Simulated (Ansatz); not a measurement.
# GaP (F-43m) in Ansatz: further runs

The runs below take GaP through single point, equation of state, with LDA.

Everything below comes from runs of Ansatz 0.2.0. Logs are shortened: lines on timing, memory, paths and dates and some standing lists are left out, and cuts for length are marked.

**Measured values to compare with.**

From “Phosphorous dimerization in GaP at high pressure”, 2017, arxiv:1709.06667, for a bulk crystal of GaP: bulk modulus 87.5 ± 0.6 GPa.

How close the calculation comes is told below.

## 1. Starting point

It takes space group F-43m (No. 216, cubic). Conventional cell: a = 5.451 Å, b = 5.451 Å, c = 5.451 Å, α = 90.00°, β = 90.00°, γ = 90.00°. Around Ga (site symmetry -43m) lie 4 P at 2.36 Å. P (site symmetry -43m) has 4 Ga at 2.36 Å as nearest neighbours.

## 2. Single point, LDA, 19.03 Å³/atom (volume scaled by 0.94)

The input, input.yaml:

```yaml
crystal:
  lattice:
    - [0.0, 2.6696170428, 2.6696170428]
    - [2.6696170428, 0.0, 2.6696170428]
    - [2.6696170428, 2.6696170428, 0.0]
  atoms:
    - { symbol: Ga, position: [0.0, 0.0, 0.0] }
    - { symbol: P, position: [0.75, 0.75, 0.75] }
kpoints:
  mp_grid: { grid: [8, 8, 8] }
scf:
  occupations: { method: fermi_dirac, width: 0.05 }
hamiltonian:
  xc: lda
  pseudopotentials: { kind: all_electron, lapw: { basis_error: 0.001 } }
output:
  forces: true
  stress: true
  eigenvalues: true
```

Potentials or basis: all-electron LAPW, scalar-relativistic.

Run with:

```
$ ansatz run input.yaml --threads 1 --pin off --max-ram 3072MiB --backend cpu --events-out ev --progress --plain --runs-dir out
```

The program printed:

```text
Warning: RAYON_NUM_THREADS=1 ignored (pool sized by the plan → 1); use --threads N
LAPW: plane waves up to 8.793 Å⁻¹, error target 1.0e-3 eV per atom; small_component_spin mean_spin; P in spheres of 1.041 Å, 13 of its electrons in bands, Dirac shells []; Ga in spheres of 1.271 Å, 21 of its electrons in bands, Dirac shells [] (how accurate: hamiltonian.pseudopotentials.lapw.basis_error, Limitations)
Engine: ansatz 0.2.0, aarch64-unknown-linux-gnu
Pseudopotentials: kind: all_electron
Pseudopotential: Ga, LAPW, valence charge 21, lapw/all_electron/scalar/gaussian/Ga, Koelling and Harmon's equation, gaussian nucleus
Pseudopotential: P, LAPW, valence charge 13, lapw/all_electron/scalar/gaussian/P, Koelling and Harmon's equation, gaussian nucleus
Functional definition: SPW92
  exchange = slater_x
  correlation = pw_c
Crystal: 2 atoms, lattice volume = 38.052 Å³
Basis set: ecut = 294.58892157291064 eV, 411 PW (Γ), exchange–correlation at level 2
Bands: 21, of which v1, the nominal top of the filled ones, is band 17 counted from 1 (16 counted from 0)
Symmetry: 24 space group operations
Space group: F-43m (ITA 216), of the structure as read, at distance tolerance 3.4e-5 Å
k-points: 29 of 512 (time reversal used)
Non-local potential: Ga, projectors of the file, none
Non-local potential: P, projectors of the file, none
Initial density: superposition of atomic densities (chi_scale 0.1, normalization cell, long waves kept (reshape's long-wave potential 0.00 eV rms))
Initial wavefunctions: plane waves of lowest kinetic energy (no species holds an atomic orbital)
Functional: x = slater, c = lda
iter 1 solved again at ethr=2.43e-3 eV; its pass at ethr=1.00e-1 eV (dr2=8.26e-1 eV) is discarded
SCF iter   1: F=—  HF=-62104.404011 eV  |F-HF|=—  |Δ(HF+E_count)|=         —  Δρ=4.10e-2  dr2=8.28e-1  ethr=2.43e-3  ⟨swp⟩=2.0  Hψ=4154  notcnv=0
preconditioner: auto → none  [insulator: Δε(μ)=1.930 eV  Ē_g=15.295 eV  σ=0.050 eV  W_gap=1.00  n_scr=14 (ndim 8)  ℏωp=25.5 eV  f_vac=0.007  D(μ)=0.00/eV (n_scr^D=0)  ε∞_Penn≈3.8]
iter 2 solved again at ethr=2.33e-4 eV; its pass at ethr=2.43e-3 eV (dr2=7.92e-2 eV) is discarded
SCF iter   2: F=—  HF=-62104.112507 eV  |F-HF|=—  |Δ(HF+E_count)|=   2.92e-1  Δρ=1.57e-2  dr2=7.91e-2  ethr=2.33e-4  ⟨swp⟩=2.0  Hψ=3137  notcnv=0
SCF iter   3: F=—  HF=-62104.077322 eV  |F-HF|=—  |Δ(HF+E_count)|=   3.52e-2  Δρ=6.85e-3  dr2=1.33e-2  ethr=2.33e-4  ⟨swp⟩=2.0  Hψ=1770  notcnv=0
SCF iter   4: F=—  HF=-62104.069315 eV  |F-HF|=—  |Δ(HF+E_count)|=         —  Δρ=1.74e-3  dr2=8.80e-4  ethr=3.90e-5  ⟨swp⟩=2.0  Hψ=1654  notcnv=0
the basis was enlarged: its passes take 71.0 KiB over the memory plan, 1 of 1 planned eigensolver slots
SCF iter   5: F=—  HF=-62104.068579 eV  |F-HF|=—  |Δ(HF+E_count)|=   7.36e-4  Δρ=2.77e-4  dr2=1.55e-5  ethr=2.59e-6  ⟨swp⟩=2.0  Hψ=1655  notcnv=0
SCF iter   6: F=—  HF=-62104.068573 eV  |F-HF|=—  |Δ(HF+E_count)|=   6.14e-6  Δρ=2.43e-5  dr2=1.30e-7  ethr=4.55e-8  ⟨swp⟩=2.4  Hψ=1670  notcnv=0
SCF iter   7: F=-62104.068573 eV  HF=-62104.068573 eV  |F-HF|=3.49e-10  |Δ(HF+E_count)|=   5.92e-8  Δρ=2.44e-6  dr2=1.26e-9  ethr=3.82e-10  ⟨swp⟩=2.7  Hψ=1700  notcnv=0
SCF 1 converged in 7 iterations: F = -62104.068573 eV  dr2 = 1.26e-9
SCF converged after 7 iterations
Free energy (F): -62104.068573 eV
Harris-Foulkes:  -62104.068573 eV  (|F-HF|=3.49e-10)
Internal energy: -62104.068573 eV  (E = F + TS)
E sigma→0 (E₀):  -62104.068573 eV
Entropy (-TS):   -0.000000 eV (-0.000 meV/atom)
Fermi energy:    9.855441 eV
--- Per-component energies (eV) ---
  E_band       = -1768.845531
  E_kinetic    = 63148.861229
  E_xc         = -2584.543050
  E_electrostatic = -122668.386752  (all electrons and nuclei)
  E_smearing   = -0.000000  (= −TS)
  E_closure    = 0.000000  (closes the sum)
  E_atoms      = -62093.643931  (free atoms, spherical and without spin; not in F)
  Σ components = -62104.068573   (vs F -62104.068573, Δ=0.00e0)
  Basis errors (estimates in eV, not in F): energy 4.3e-4 per atom: plane waves 4.0e-4 (2.3e-4 summed), levels above the bands 8.8e-65, relativity 4.1e-9, radial functions 3.8e-5, core shells 1.5e-10; eigenvalues (radial functions only) 1.0e-6; not estimated: angular momenta, meshes, grids; target (lapw.basis_error) 1.0e-3; muffin-tin radii P 1.041 Å, Ga 1.271 Å
--- Forces (eV/Å), atoms counted from 1 ---
  atom   1  Ga     0.00000000    -0.00000000    -0.00000000
  atom   2  P     -0.00000000     0.00000000     0.00000000
  max |Σ_I F_I| component: 1.16e-17 eV/Å
--- Stress (GPa, compression-positive) ---
        2.812997       0.000000      -0.000000
        0.000000       2.812997       0.000000
       -0.000000       0.000000       2.812997
  P = ⅓ Tr σ = 2.8130 GPa (28.130 kbar)
--- Band table (eV; the first three rows and the last of 29) ---
  k-point 0: bands = ["-157.6600", "-133.4127", "-108.9986", "-108.9986", "-108.9986", "-84.6354", "-84.6354", "-84.6354", "-5.5981", "-5.5981", "-5.5981", "-5.4795", "-5.4795", "-3.8128", "9.1911", "9.1911", "9.1911", "11.3138", "12.9575", "12.9575", "12.9575"]
  k-point 1: bands = ["-157.6600", "-133.4127", "-108.9986", "-108.9986", "-108.9986", "-84.6354", "-84.6354", "-84.6354", "-5.6156", "-5.5924", "-5.5924", "-5.4796", "-5.4796", "-3.5928", "7.4997", "8.9329", "8.9329", "11.7986", "13.3389", "13.3389", "13.6843"]
  k-point 2: bands = ["-157.6600", "-133.4127", "-108.9986", "-108.9986", "-108.9986", "-84.6355", "-84.6354", "-84.6354", "-5.6528", "-5.5803", "-5.5803", "-5.4781", "-5.4781", "-2.9685", "5.1104", "8.4579", "8.4579", "11.3906", "13.8674", "13.8674", "15.6930"]
  k-point 28: bands = ["-157.6600", "-133.4127", "-108.9986", "-108.9986", "-108.9986", "-84.6355", "-84.6355", "-84.6354", "-5.7139", "-5.5519", "-5.5266", "-5.4987", "-5.4691", "-0.3932", "2.2691", "5.2694", "5.4078", "13.7976", "14.2180", "15.1812", "15.3339"]
```

Wall time 11 s (1 thread of Arm Neoverse V1, shared host); peak memory 0.26 GiB.

Results:

| Property | Result |
| --- | --- |
| Free energy | -62104.0686 eV |
| Pressure | 2.8 GPa |
| Band gap on the k mesh | 1.37 eV, indirect (least direct gap 2.12 eV) |

## 3. Single point, LDA, 19.43 Å³/atom (volume scaled by 0.96)

Edit input.yaml of step 2 so:

```diff
@@ -2,5 +2,5 @@
   lattice:
-    - [0.0, 2.6696170428, 2.6696170428]
-    - [2.6696170428, 0.0, 2.6696170428]
-    - [2.6696170428, 2.6696170428, 0.0]
+    - [0.0, 2.6884177822, 2.6884177822]
+    - [2.6884177822, 0.0, 2.6884177822]
+    - [2.6884177822, 2.6884177822, 0.0]
   atoms:
```

Potentials or basis: all-electron LAPW, scalar-relativistic.

Run with:

```
$ ansatz run input.yaml --threads 1 --pin off --max-ram 3072MiB --backend cpu --events-out ev --progress --plain --runs-dir out
```

It took 11 s on 1 thread of Arm Neoverse V1, shared host; peak memory 0.25 GiB.

The run converged. Its results:

| Item | Value |
| --- | --- |
| Free energy | -62104.0775 eV |
| Pressure | 0.8 GPa |
| Band gap on the k mesh | 1.41 eV, indirect (least direct gap 1.95 eV) |

## 4. Single point, LDA, 19.84 Å³/atom (volume scaled by 0.98)

Edit input.yaml of step 3 so:

```diff
@@ -2,5 +2,5 @@
   lattice:
-    - [0.0, 2.6884177822, 2.6884177822]
-    - [2.6884177822, 0.0, 2.6884177822]
-    - [2.6884177822, 2.6884177822, 0.0]
+    - [0.0, 2.7069591804, 2.7069591804]
+    - [2.7069591804, 0.0, 2.7069591804]
+    - [2.7069591804, 2.7069591804, 0.0]
   atoms:
```

Run with:

```
$ ansatz run input.yaml --threads 1 --pin off --max-ram 3072MiB --backend cpu --events-out ev --progress --plain --runs-dir out
```

It took 11 s on 1 thread of Arm Neoverse V1, shared host; peak memory 0.25 GiB.

Results (log left out):

```
Free energy            : -62104.0765 eV
Pressure               : -1.1 GPa
Band gap on the k mesh : 1.46 eV, indirect (least direct gap 1.77 eV)
```

## 5. Single point, LDA, 20.24 Å³/atom

Edit input.yaml of step 4 so:

```diff
@@ -2,5 +2,5 @@
   lattice:
-    - [0.0, 2.7069591804, 2.7069591804]
-    - [2.7069591804, 0.0, 2.7069591804]
-    - [2.7069591804, 2.7069591804, 0.0]
+    - [0.0, 2.72525, 2.72525]
+    - [2.72525, 0.0, 2.72525]
+    - [2.72525, 2.72525, 0.0]
   atoms:
```

Run with:

```
$ ansatz run input.yaml --threads 1 --pin off --max-ram 3072MiB --backend cpu --events-out ev --progress --plain --runs-dir out
```

It took 11 s on 1 thread of Arm Neoverse V1, shared host; peak memory 0.25 GiB.

Results (log left out):

```
Free energy            : -62104.0668 eV
Pressure               : -2.7 GPa
Band gap on the k mesh : 1.49 eV, indirect (least direct gap 1.61 eV)
```

## 6. Single point, LDA, 20.65 Å³/atom (volume scaled by 1.02)

Edit input.yaml of step 5 so:

```diff
@@ -2,5 +2,5 @@
   lattice:
-    - [0.0, 2.72525, 2.72525]
-    - [2.72525, 0.0, 2.72525]
-    - [2.72525, 2.72525, 0.0]
+    - [0.0, 2.7432985392, 2.7432985392]
+    - [2.7432985392, 0.0, 2.7432985392]
+    - [2.7432985392, 2.7432985392, 0.0]
   atoms:
```

Potentials or basis: all-electron LAPW, scalar-relativistic.

Run with:

```
$ ansatz run input.yaml --threads 1 --pin off --max-ram 3072MiB --backend cpu --events-out ev --progress --plain --runs-dir out
```

Run time: 11 s. Hardware: 1 thread of Arm Neoverse V1, shared host; peak memory 0.25 GiB.

Results (log left out):

| Item | Value |
| --- | --- |
| Free energy | -62104.0492 eV |
| Pressure | -4.2 GPa |
| Band gap on the k mesh | 1.44 eV, indirect (least direct gap 1.44 eV) |

## 7. Single point, LDA, 21.05 Å³/atom (volume scaled by 1.04)

Edit input.yaml of step 6 so:

```diff
@@ -2,5 +2,5 @@
   lattice:
-    - [0.0, 2.7432985392, 2.7432985392]
-    - [2.7432985392, 0.0, 2.7432985392]
-    - [2.7432985392, 2.7432985392, 0.0]
+    - [0.0, 2.7611126653, 2.7611126653]
+    - [2.7611126653, 0.0, 2.7611126653]
+    - [2.7611126653, 2.7611126653, 0.0]
   atoms:
```

Run with:

```
$ ansatz run input.yaml --threads 1 --pin off --max-ram 3072MiB --backend cpu --events-out ev --progress --plain --runs-dir out
```

It took 11 s on 1 thread of Arm Neoverse V1, shared host; peak memory 0.25 GiB.

It converged, with:

| Item | Value |
| --- | --- |
| Free energy | -62104.0246 eV |
| Pressure | -5.5 GPa |
| Band gap on the k mesh | 1.29 eV, direct |

## 8. Single point, LDA, 21.45 Å³/atom (volume scaled by 1.06)

Edit input.yaml of step 7 so:

```diff
@@ -2,5 +2,5 @@
   lattice:
-    - [0.0, 2.7611126653, 2.7611126653]
-    - [2.7611126653, 0.0, 2.7611126653]
-    - [2.7611126653, 2.7611126653, 0.0]
+    - [0.0, 2.7786998443, 2.7786998443]
+    - [2.7786998443, 0.0, 2.7786998443]
+    - [2.7786998443, 2.7786998443, 0.0]
   atoms:
```

Run with:

```
$ ansatz run input.yaml --threads 1 --pin off --max-ram 3072MiB --backend cpu --events-out ev --progress --plain --runs-dir out
```

It took 11 s on 1 thread of Arm Neoverse V1, shared host; peak memory 0.25 GiB.

Results (log left out):

| Property | Result |
| --- | --- |
| Free energy | -62103.9938 eV |
| Pressure | -6.7 GPa |
| Band gap on the k mesh | 1.13 eV, direct |

## 9. Equation of state, LDA

Potentials or basis: all-electron LAPW, scalar-relativistic.

No new run: the results of the series are fitted here.

Results:

```
Equilibrium volume                      : 19.59 Å³/atom
Bulk modulus                            : 90 GPa
Pressure derivative of the bulk modulus : 4.6
```

Energy against volume, from the lowest point:
```tsv
volume (Å³/atom)	energy (meV/atom)
19.026	4.46
19.431	0.00
19.836	0.48
20.240	5.35
20.645	14.14
21.050	26.44
21.455	41.85
```

LDA usually gives volumes a few per cent too small.

## 10. Against experiment

Step 9. Against the measured bulk modulus of GaP, 87.5 GPa (“Phosphorous dimerization in GaP at high pressure”, 2017, arxiv:1709.06667), the calculated 90 GPa is off by +3.1 %. The fit is for a static lattice scaled at fixed shape and fixed fractional positions.
